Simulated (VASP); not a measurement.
From VASP inputs to Ansatz: NaI (distorted wurtzite)

INCAR

```
NELM = 120
PREC = Accurate
LWAVE = .FALSE.
LREAL = .FALSE.
SIGMA = 0.02
LCHARG = .FALSE.
IBRION = -1
ISMEAR = -1
NBANDS = 22
GGA = PE
ISIF = 2
ENCUT = 520
EDIFF = 1E-7
NSW = 0
LASPH = .TRUE.
```

KPOINTS

```
KPOINTS created by Atomic Simulation Environment
0
Gamma
4 4 4
0 0 0
```

POSCAR

```
Na I
 1.0000000000000000
     5.3742999999999999    0.0177000000000000   -0.0920000000000000
    -2.6718000000000002    4.7237999999999998   -0.0185000000000000
    -0.1097000000000000   -0.0888000000000000    6.6094999999999997
 Na  I
   2   2
Cartesian
 -0.2970111000000000  2.9724152999999998  6.4416612999999998
  2.5979797800000002  1.6036064699999999  2.8558965999999999
 -0.0790483600000000  3.1418981099999996  2.7023505000000001
  2.5257175100000002  1.6320005399999999  6.2683011500000001
```

VASP ran with the recommended PBE PAW datasets (28 valence electrons in the cell).

Problem. Translate these files to an Ansatz input.

Solution. 

```yaml
crystal:
  lattice:
    - [5.3743, 0.0177, -0.092]
    - [-2.6718, 4.7238, -0.0185]
    - [-0.1097, -0.0888, 6.6095]
  atoms:
    - { symbol: Na, position: [0.2862, 0.6466, 0.9804] }
    - { symbol: Na, position: [0.6641, 0.3453, 0.4423] }
    - { symbol: I, position: [0.3277, 0.6717, 0.4153] }
    - { symbol: I, position: [0.669, 0.361, 0.9587] }
kpoints:
  mp_grid: { grid: [4, 4, 4] }
hamiltonian:
  xc: pbe
scf:
  occupations: { method: fermi_dirac, width: 0.02 }
  n_extra_bands: 5
output:
  forces: true
  stress: true
  eigenvalues: true
```

Other inputs would serve too.

```csv
,VASP,Ansatz
gap between bands v and c on the k mesh,3.53 eV,3.54 eV
least direct gap on the k mesh,3.53 eV,3.54 eV
pressure,0.8 GPa,0.8 GPa
largest force,0.71 eV/Å,0.70 eV/Å
```

Datasets and cutoffs are each program's own. VASP's cell holds 28 valence electrons and Ansatz's 52. Ansatz's stress includes a Pulay correction; VASP's doesn't.
